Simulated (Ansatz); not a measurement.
# Stack of H-SnSn-H chair under honeycomb InSb, shifted by two thirds of the diagonal in a perpendicular field, part 3 of 4

What dipole does a perpendicular field induce in the stack of H-SnSn-H chair under honeycomb InSb, shifted by two thirds of the diagonal, and does the gap follow? A positive field points along +c.

Ansatz 0.2.0; plane-wave DFT, PBEsol-D3(BJ), Ansatz PAW (the session's first sound run).

So far, gap along the path (eV): step 3 (atoms held, field 0, start network) 0.450; step 5 (field -0.05 V/Å) 0.415; step 6 (field 0.1 V/Å) 0.512; step 7 (field 0.2 V/Å) 0.562; step 8 (field 0.3 V/Å) 0.596.

### Step 9. Response, atoms held

This step: plane-wave DFT, PBEsol-D3(BJ), Ansatz PAW; response to a field along the normal, atoms held (Ansatz 0.2.0).

The dipoles give the slope, and the difference of two potentials shows where the field is screened.

Numbers from this step:

| Quantity | Value |
| --- | --- |
| equivalent conductor thickness p/(ε₀AE) | 8.260 Å |
| distance between the outer atoms | 7.786 Å |

Dipole of the cell against applied field:

| applied field (V/Å) | dipole of the cell (e·Å) |
| --- | --- |
| -0.050 | 0.0268 |
| 0.000 | 0.0684 |
| 0.050 | 0.110 |
| 0.100 | 0.151 |
| 0.200 | 0.234 |
| 0.300 | 0.317 |

Local field over the applied field, running mean. From the potentials at -0.05 and 0.05 V/Å; running mean over 2.5 Å. Local field over applied field against z:

```
z (Å)  local field over applied field
  4.5                           1.000
  5.0                           1.000
  5.5                           0.999
  6.0                           0.996
  6.5                           0.988
  7.0                           0.964
  7.5                           0.908
  8.0                           0.804
  8.5                           0.672
  9.0                           0.530
  9.5                           0.372
 10.0                           0.226
 10.5                           0.132
 11.0                          0.0906
 11.5                          0.0767
 12.0                           0.100
 12.5                           0.170
 13.0                           0.253
 13.5                           0.299
 14.0                           0.297
 14.5                           0.263
 15.0                           0.203
 15.5                           0.126
 16.0                          0.0557
 16.5                          0.0417
 17.0                           0.111
 17.5                           0.238
 18.0                           0.401
 18.5                           0.588
 19.0                           0.763
 19.5                           0.885
 20.0                           0.950
 20.5                           0.980
 21.0                           0.992
 21.5                           0.997
```

The induced electron density oscillates, so the rows of the table below give means over windows of 1 Å about each position, cut where the curve ends. Its maxima inside the range that stand out by 2 % of the span (Å: e/Å³ per V/Å): 8.7: 0.00291, 10.5: 0.00213, 12.6: 5.3e-5, 14.9: 0.00243, 16.8: 6.6e-4. Its minima: 9.7: 5.7e-4, 11.7: -0.00158, 13.5: -0.00178, 15.9: -3.1e-4, 17.9: -0.00369.

Electrons, planar mean, per unit field. Table of induced electron density by z; means over each step:

```
z (Å)  induced electron density (e/Å³ per V/Å)
    5                                   1.8e-6
    6                                   2.0e-5
    7                                   2.0e-4
    8                                  0.00132
    9                                  0.00220
   10                                  0.00129
   11                                   4.8e-4
   12                                  -9.9e-4
   13                                  -8.7e-4
   14                                  -1.4e-4
   15                                  0.00184
   16                                  -6.1e-5
   17                                  -2.6e-4
   18                                 -0.00326
   19                                 -0.00146
   20                                  -2.8e-4
   21                                  -4.2e-5
```

The smaller of the gaps on the path and on the k-mesh, counted as 0 under 0.03 eV. Table of gap by applied field:

| applied field (V/Å) | gap (eV) |
| --- | --- |
| -0.050 | 0.415 |
| 0.000 | 0.450 |
| 0.050 | 0.482 |
| 0.100 | 0.512 |
| 0.200 | 0.562 |
| 0.300 | 0.596 |

By hand: between -0.05 and 0.05 V/Å the dipole changes by 0.08312 e·Å, a slope of 0.8312 e·Å²/V. A perfect conductor of thickness t has p = ε₀AEt, so t = 180.95 × 0.8312 / 18.198 = 8.27 Å (e/ε₀ = 180.95 V·Å, A in Å²).

The induced dipole is that of a conductor 8.26 Å thick.

### Step 10. Same geometry, cutoff 420 eV, functional LDA

This step: plane-wave DFT, LDA, Ansatz PAW (Ansatz 0.2.0).

The geometry is kept and the functional is LDA; other changes against the main runs: SCF threshold 1.0e-10 → 1.0e-09 eV, k-mesh 12×12×1 → 6×6×1 and no dispersion term, which doesn't act on the electrons.

File input.yaml:

```yaml
crystal:
  lattice:
    - [4.5840233623, 0.0, 0.0]
    - [-2.2920116812, 3.9698806833, 0.0]
    - [0.0, 0.0, 25.7859476623]
  atoms:
    - { symbol: H, position: [0.6666666667, 0.3333333333, 0.349027312] }
    - { symbol: Sn, position: [0.6666666667, 0.3333333333, 0.4159823574] }
    - { symbol: Sn, position: [0.3333333333, 0.6666666667, 0.448764302] }
    - { symbol: H, position: [0.3333333333, 0.6666666667, 0.5162991152] }
    - { symbol: Sb, position: [0.3333333333, 0.6666666667, 0.620870377] }
    - { symbol: In, position: [0.0, 0.0, 0.650972688] }
kpoints:
  mp_grid: { grid: [6, 6, 1] }
hamiltonian:
  xc: lda
scf:
  occupations: { method: fermi_dirac, width: 0.05 }
  convergence: { dr2_threshold: 1.0e-09 }
efield:
  axis: 3
  dipole_correction: true
  ramp_position: 0.9659
  ramp_width: 0.1113
  amplitude: 0.1
output:
  write_potential: true
  write_density: true
  volumetric_format: npy
```

Started as:

```
$ ansatz run input.yaml --threads 4 --pin off --max-ram 6144MiB --backend cpu --events-out ev --progress --plain --runs-dir out
```

Numbers of over 12 decimals in the logs are rounded to 6 here.

The program printed:

```text
[...]
Crystal: 6 atoms, lattice volume = 469.253 Å³
Basis set: ecut = 420 eV, 9249 PW (Γ)
Bands: 35, of which v1, the nominal top of the filled ones, is band 29 counted from 1 (28 counted from 0)
Symmetry: 6 space group operations
[...]
k-points: 7 of 36 (time reversal used)
[...]
SCF iter   1: F=—  HF=-23582.270068 eV  |F-HF|=—  |Δ(HF+E_count)|=         —  Δρ=1.99e-2  dr2=2.54e0  ethr=3.10e-3  p=0.092 e·Å  D=3.57e-2 V/Å  ΔV_dip=-0.92 eV  dr2_dipole=6.39e-2  V_vac-E_F(+/−)=6.43/5.13 eV  ⟨swp⟩=10.0  Hψ=1196  notcnv=0
[...]
SCF iter  11: F=-23581.422233 eV  HF=-23581.422233 eV  |F-HF|=1.82e-11  |Δ(HF+E_count)|=   1.38e-9  Δρ=1.17e-7  dr2=6.93e-11  ethr=1.72e-12  p=0.146 e·Å  D=5.62e-2 V/Å  ΔV_dip=-1.45 eV  dr2_dipole=1.36e-11  V_vac-E_F(+/−)=4.86/4.08 eV  ⟨swp⟩=10.0  Hψ=890  notcnv=0
SCF 1 converged in 11 iterations: F = -23581.422233 eV  dr2 = 6.93e-11
[...]
SCF converged after 11 iterations
Free energy (F): -23581.422233 eV
[...]
Internal energy: -23581.421495 eV  (E = F + TS)
E sigma→0 (E₀):  -23581.421864 eV
Entropy (-TS):   -0.000737 eV (-0.123 meV/atom)
Fermi energy:    -1.049146 eV
Dipole field:    D = 0.056200 V/Å  (p = 0.145741 e·Å, saw-weighted, corrected)
Work function:   not extracted (applied field tilts the vacuum); planar V_es + V_field profile in the machine report
[...]
--- Band table (eV; the first three rows and the last of 7) ---
  k-point 0: bands = [... 25 lower, -1.5519, -1.5519, -1.2653, -1.2653, -0.8689, -0.5046, 1.2538, 2.1952, ... 2 higher]
  k-point 1: bands = [... 25 lower, -3.0891, -2.4516, -1.9505, -1.7113, 0.3786, 0.6762, 1.3033, 2.1922, ... 2 higher]
  k-point 2: bands = [... 25 lower, -3.8707, -2.5401, -2.3339, -2.2995, 0.0773, 0.4295, 1.0067, 2.3358, ... 2 higher]
  k-point 6: bands = [... 25 lower, -4.0948, -3.9798, -3.9698, -1.5007, -0.3392, 2.1686, 2.3968, 2.6045, ... 2 higher]
```

Elapsed: 3.3 s, on 4 threads of Intel Xeon Platinum 8375C at 2.90GHz (Ice Lake), shared host; peak memory 0.83 GiB.

This step gave:

| Item | Value |
| --- | --- |
| energy at zero smearing | -23581.4219 eV |
| dipole along the normal | 0.1457 e·Å |

The dipole is 0.146 e·Å.

### Step 11. Same geometry, cutoff 420 eV, functional LDA (run 2)

The same run in the opposite field.

input.yaml, as its differences from that of step 10:

```diff
@@ -24,3 +24,3 @@
   ramp_width: 0.1113
-  amplitude: 0.1
+  amplitude: -0.1
 output:
```

The program printed:

```text
[...]
Crystal: 6 atoms, lattice volume = 469.253 Å³
Basis set: ecut = 420 eV, 9249 PW (Γ)
Bands: 35, of which v1, the nominal top of the filled ones, is band 29 counted from 1 (28 counted from 0)
Symmetry: 6 space group operations
[...]
k-points: 7 of 36 (time reversal used)
[...]
k-point 0: bands = [... 25 lower, -1.6620, -1.6620, -1.2170, -1.2170, -0.9265, -0.4994, 1.0924, 2.2455, ... 2 higher]
  k-point 1: bands = [... 25 lower, -3.0412, -2.5297, -2.0601, -1.6635, 0.2862, 0.7084, 1.1627, 2.2308, ... 2 higher]
  k-point 2: bands = [... 25 lower, -3.8115, -2.6493, -2.3930, -2.2866, -0.0287, 0.4695, 0.8859, 2.3859, ... 2 higher]
  k-point 6: bands = [... 25 lower, -4.1947, -3.9190, -3.9057, -1.5937, -0.4744, 2.1649, 2.4525, 2.6493, ... 2 higher]
[key lines of the parts left out:]
SCF converged after 11 iterations
Free energy (F): -23581.409873 eV
Fermi energy:    -1.053460 eV
Dipole field:    D = -0.008713 V/Å  (p = -0.022594 e·Å, saw-weighted, corrected)
```

It took 3.3 s on 4 threads; peak memory 0.83 GiB.

The dipole is -0.0226 e·Å.

### Step 12. Response at this level

This step: plane-wave DFT, LDA, Ansatz PAW; response to a field along the normal, atoms held (Ansatz 0.2.0).

The two signs of the field give the slope at this level.

Numbers from this step:

```
equivalent conductor thickness p/(ε₀AE) : 8.369 Å
```

The induced dipole is that of a conductor 8.37 Å thick.

### Step 13. Same geometry, cutoff 420 eV, functional PBE

This step: plane-wave DFT, PBE, Ansatz PAW (Ansatz 0.2.0).

The geometry is kept and the functional is PBE; other changes against the main runs: SCF threshold 1.0e-10 → 1.0e-09 eV, k-mesh 12×12×1 → 6×6×1 and no dispersion term, which doesn't act on the electrons.

input.yaml, as its differences from that of step 11:

```diff
@@ -15,3 +15,3 @@
 hamiltonian:
-  xc: lda
+  xc: pbe
 scf:
@@ -24,3 +24,3 @@
   ramp_width: 0.1113
-  amplitude: -0.1
+  amplitude: 0.1
 output:
```

The program printed:

```text
[...]
Crystal: 6 atoms, lattice volume = 469.253 Å³
Basis set: ecut = 420 eV, 9249 PW (Γ)
Bands: 35, of which v1, the nominal top of the filled ones, is band 29 counted from 1 (28 counted from 0)
Symmetry: 6 space group operations
[...]
k-points: 7 of 36 (time reversal used)
[...]
k-point 0: bands = [... 25 lower, -1.2743, -1.2743, -1.0368, -1.0368, -0.4541, -0.1411, 1.5169, 2.4465, ... 2 higher]
  k-point 1: bands = [... 25 lower, -2.8344, -2.1931, -1.6718, -1.4829, 0.7442, 0.9953, 1.5953, 2.4920, ... 2 higher]
  k-point 2: bands = [... 25 lower, -3.7201, -2.2605, -2.1056, -2.0207, 0.4251, 0.7499, 1.3475, 2.6383, ... 2 higher]
  k-point 6: bands = [... 25 lower, -3.8665, -3.7618, -3.7300, -1.2220, -0.0045, 2.5182, 2.7886, 2.8968, ... 2 higher]
[key lines of the parts left out:]
SCF converged after 11 iterations
Free energy (F): -24161.058999 eV
Fermi energy:    -0.727327 eV
Dipole field:    D = 0.059491 V/Å  (p = 0.154276 e·Å, saw-weighted, corrected)
```

Run time: 3.5 s. Hardware: 4 threads; peak memory 0.84 GiB; 13 s of CPU time.

The dipole is 0.154 e·Å.

### Step 14. Same geometry, cutoff 420 eV, functional PBE (run 2)

The same run in the opposite field.

input.yaml, as its differences from that of step 13:

```diff
@@ -24,3 +24,3 @@
   ramp_width: 0.1113
-  amplitude: 0.1
+  amplitude: -0.1
 output:
```

The program printed:

```text
[...]
Crystal: 6 atoms, lattice volume = 469.253 Å³
Basis set: ecut = 420 eV, 9249 PW (Γ)
Bands: 35, of which v1, the nominal top of the filled ones, is band 29 counted from 1 (28 counted from 0)
Symmetry: 6 space group operations
[...]
k-points: 7 of 36 (time reversal used)
[...]
k-point 0: bands = [... 25 lower, -1.4015, -1.4015, -0.9787, -0.9787, -0.5169, -0.1390, 1.3361, 2.5070, ... 2 higher]
  k-point 1: bands = [... 25 lower, -2.7834, -2.2868, -1.7981, -1.4257, 0.6381, 1.0342, 1.4370, 2.5376, ... 2 higher]
  k-point 2: bands = [... 25 lower, -3.6502, -2.3858, -2.1305, -2.0495, 0.3026, 0.7996, 1.2097, 2.6991, ... 2 higher]
  k-point 6: bands = [... 25 lower, -3.9197, -3.7415, -3.6690, -1.3292, -0.1576, 2.5200, 2.8534, 2.9465, ... 2 higher]
[key lines of the parts left out:]
SCF converged after 11 iterations
Free energy (F): -24161.044733 eV
Fermi energy:    -0.730323 eV
Dipole field:    D = -0.004557 V/Å  (p = -0.011817 e·Å, saw-weighted, corrected)
```

Wall time 3.5 s (4 threads); peak memory 0.85 GiB; 13 s of CPU time.

The dipole is -0.0118 e·Å.

### Step 15. Response at this level

This step: plane-wave DFT, PBE, Ansatz PAW; response to a field along the normal, atoms held (Ansatz 0.2.0).

The induced dipole is that of a conductor 8.26 Å thick.

### Step 16. Same geometry, cutoff 500 eV, functional r2SCAN

This step: plane-wave DFT, r2SCAN, Ansatz PAW (Ansatz 0.2.0).

The geometry is kept and the functional is r2SCAN; other changes against the main runs: SCF threshold 1.0e-10 → 1.0e-09 eV, cutoff 420 → 500, k-mesh 12×12×1 → 6×6×1 and no dispersion term, which doesn't act on the electrons.

input.yaml, as its differences from that of step 14:

```diff
@@ -15,3 +15,3 @@
 hamiltonian:
-  xc: pbe
+  xc: r2scan
 scf:
@@ -24,3 +24,3 @@
   ramp_width: 0.1113
-  amplitude: -0.1
+  amplitude: 0.1
 output:
```

The program printed:

```text
[...]
Crystal: 6 atoms, lattice volume = 469.253 Å³
Basis set: ecut = 500 eV, 11969 PW (Γ), exchange–correlation on 144×144×768 points (64 copies of the dense FFT grid, shifted against one another)
Bands: 35, of which v1, the nominal top of the filled ones, is band 29 counted from 1 (28 counted from 0)
Symmetry: 6 space group operations
[...]
k-point 0: bands = [... 25 lower, -1.4799, -1.4799, -1.1815, -1.1815, -0.3112, -0.0192, 1.6457, 2.5255, ... 2 higher]
  k-point 1: bands = [... 25 lower, -3.0256, -2.4218, -1.8938, -1.6525, 0.8449, 1.0912, 1.7212, 2.6929, ... 2 higher]
  k-point 2: bands = [... 25 lower, -4.0158, -2.5103, -2.3109, -2.2296, 0.4492, 0.8281, 1.4493, 2.8036, ... 2 higher]
  k-point 6: bands = [... 25 lower, -4.1773, -4.0642, -3.9966, -1.4041, -0.0413, 2.6266, 2.8985, 3.1359, ... 2 higher]
[key lines of the parts left out:]
SCF converged after 10 iterations
Free energy (F): -24218.748517 eV
Fermi energy:    -0.729326 eV
Dipole field:    D = 0.061451 V/Å  (p = 0.159358 e·Å, saw-weighted, corrected)
```

It took 8.2 s on 4 threads; peak memory 1.7 GiB.

The dipole is 0.159 e·Å.

### Step 17. Same geometry, cutoff 500 eV, functional r2SCAN (run 2)

The same run in the opposite field.

input.yaml, as its differences from that of step 16:

```diff
@@ -24,3 +24,3 @@
   ramp_width: 0.1113
-  amplitude: 0.1
+  amplitude: -0.1
 output:
```

The program printed:

```text
[...]
Crystal: 6 atoms, lattice volume = 469.253 Å³
Basis set: ecut = 500 eV, 11969 PW (Γ), exchange–correlation on 144×144×768 points (64 copies of the dense FFT grid, shifted against one another)
Bands: 35, of which v1, the nominal top of the filled ones, is band 29 counted from 1 (28 counted from 0)
Symmetry: 6 space group operations
[...]
k-point 0: bands = [... 25 lower, -1.6192, -1.6192, -1.1162, -1.1162, -0.3759, -0.0204, 1.4545, 2.5925, ... 2 higher]
  k-point 1: bands = [... 25 lower, -2.9744, -2.5198, -2.0324, -1.5879, 0.7232, 1.1398, 1.5526, 2.7101, ... 2 higher]
  k-point 2: bands = [... 25 lower, -3.9403, -2.6483, -2.3484, -2.2470, 0.3108, 0.8858, 1.3006, 2.8547, ... 2 higher]
  k-point 6: bands = [... 25 lower, -4.2329, -4.0448, -3.9290, -1.5196, -0.2102, 2.6095, 2.9609, 3.1873, ... 2 higher]
[key lines of the parts left out:]
SCF converged after 10 iterations
Free energy (F): -24218.733023 eV
Fermi energy:    -0.732223 eV
Dipole field:    D = -0.001741 V/Å  (p = -0.004515 e·Å, saw-weighted, corrected)
```

The job ended after 8.2 s (4 threads; peak memory 1.7 GiB; 31 s of CPU time).

The dipole is -0.00452 e·Å.

### Step 18. Response at this level

This step: plane-wave DFT, r2SCAN, Ansatz PAW; response to a field along the normal, atoms held (Ansatz 0.2.0).

The induced dipole is that of a conductor 8.15 Å thick.

### Step 19. Same geometry, cutoff 420 eV, functional HSE06

This step: plane-wave DFT, HSE06, Ansatz PAW (Ansatz 0.2.0).

The geometry is kept and the functional is HSE06; other changes against the main runs: SCF threshold 1.0e-10 → 1.0e-09 eV, k-mesh 12×12×1 → 6×6×1 and no dispersion term, which doesn't act on the electrons.

input.yaml, as its differences from that of step 17:

```diff
@@ -15,3 +15,3 @@
 hamiltonian:
-  xc: r2scan
+  xc: hse06
 scf:
@@ -24,3 +24,3 @@
   ramp_width: 0.1113
-  amplitude: -0.1
+  amplitude: 0.1
 output:
```

The program printed:

```text
[...]
Crystal: 6 atoms, lattice volume = 469.253 Å³
Basis set: ecut = 420 eV, 9249 PW (Γ)
Bands: 35, of which v1, the nominal top of the filled ones, is band 29 counted from 1 (28 counted from 0)
Symmetry: 6 space group operations
[...]
k-points: 7 of 36 (time reversal used)
[...]
k-point 0: bands = [... 25 lower, -1.6568, -1.6568, -1.3224, -1.3224, -0.1606, 0.1488]
  k-point 1: bands = [... 25 lower, -3.2132, -2.6148, -2.0831, -1.8006, 1.0218, 1.3061]
  k-point 2: bands = [... 25 lower, -4.3570, -2.7266, -2.4846, -2.3906, 0.6308, 1.0309]
  k-point 6: bands = [... 25 lower, -4.5173, -4.3706, -4.2478, -1.5202, 0.1486, 2.8567]
  guard bands above this table: 4 of the run's 35 bands. The solve was not asked for them (output.publish_guard_bands: true or output.eigenvalues: true publishes all)
[key lines of the parts left out:]
Free energy (F): -24177.673047 eV
Fermi energy:    -0.724042 eV
Dipole field:    D = 0.065427 V/Å  (p = 0.169669 e·Å, saw-weighted, corrected)
```

Wall time 92 s (4 threads); peak memory 5.5 GiB; 5.7 min of CPU time.

The dipole is 0.170 e·Å.

### Step 20. Same geometry, cutoff 420 eV, functional HSE06 (run 2)

The same run in the opposite field.

input.yaml, as its differences from that of step 19:

```diff
@@ -24,3 +24,3 @@
   ramp_width: 0.1113
-  amplitude: 0.1
+  amplitude: -0.1
 output:
```

The program printed:

```text
[...]
Crystal: 6 atoms, lattice volume = 469.253 Å³
Basis set: ecut = 420 eV, 9249 PW (Γ)
Bands: 35, of which v1, the nominal top of the filled ones, is band 29 counted from 1 (28 counted from 0)
Symmetry: 6 space group operations
[...]
k-points: 7 of 36 (time reversal used)
[...]
--- Band table (eV; the first three rows and the last of 7) ---
  k-point 0: bands = [... 25 lower, -1.8026, -1.8026, -1.2525, -1.2525, -0.2482, 0.1701]
  k-point 1: bands = [... 25 lower, -3.1640, -2.7134, -2.2286, -1.7312, 0.8916, 1.3583]
  k-point 2: bands = [... 25 lower, -4.2741, -2.8716, -2.5132, -2.4157, 0.4863, 1.0893]
  k-point 6: bands = [... 25 lower, -4.5423, -4.3829, -4.1757, -1.6369, -0.0279, 2.8158]
[...]
[key lines of the parts left out:]
Free energy (F): -24177.655393 eV
Fermi energy:    -0.734515 eV
Dipole field:    D = 0.002607 V/Å  (p = 0.006762 e·Å, saw-weighted, corrected)
```

It took 93 s on 4 threads; peak memory 5.5 GiB; 5.8 min of CPU time.

The dipole is 0.00676 e·Å.

### Step 21. The series together

Times are for 4 threads of Intel Xeon Platinum 8375C at 2.90GHz (Ice Lake), shared host. The runs compared:

| no. | functional | field | dipole along the normal (e·Å) | time | memory (GiB) |
| --- | --- | --- | --- | --- | --- |
| 1 | lda | 0.1 V/Å | 0.1457 | 3.3 s | 0.83 |
| 2 | lda | -0.1 V/Å | -0.02259 | 3.3 s | 0.83 |
| 3 | pbe | 0.1 V/Å | 0.1543 | 3.5 s | 0.84 |
| 4 | pbe | -0.1 V/Å | -0.01182 | 3.5 s | 0.85 |
| 5 | r2scan | 0.1 V/Å | 0.1594 | 8.2 s | 1.7 |
| 6 | r2scan | -0.1 V/Å | -0.004515 | 8.2 s | 1.7 |
| 7 | hse06 | 0.1 V/Å | 0.1697 | 92 s | 5.5 |
| 8 | hse06 | -0.1 V/Å | 0.006762 | 93 s | 5.5 |

### Step 22. Response at this level

This step: plane-wave DFT, HSE06, Ansatz PAW; response to a field along the normal, atoms held (Ansatz 0.2.0).

The induced dipole is that of a conductor 8.10 Å thick.

(Continued in part 4 of 4.)

[Logs are printed without paths, hosts, clocks, repeated set-up lines and the standing remarks that a program may print on its own settings, such as how far it seeks lower states.]

[Hosts, paths, dates, database ids (printed as entryN), source tags and the programs' standing remarks are cut or masked in the printed files.]

[Maps of the electrostatic potential energy from Ansatz leave out the sawtooth potential of an applied field or a dipole correction, so their vacuum need not be flat; planar profiles and work functions include it.]
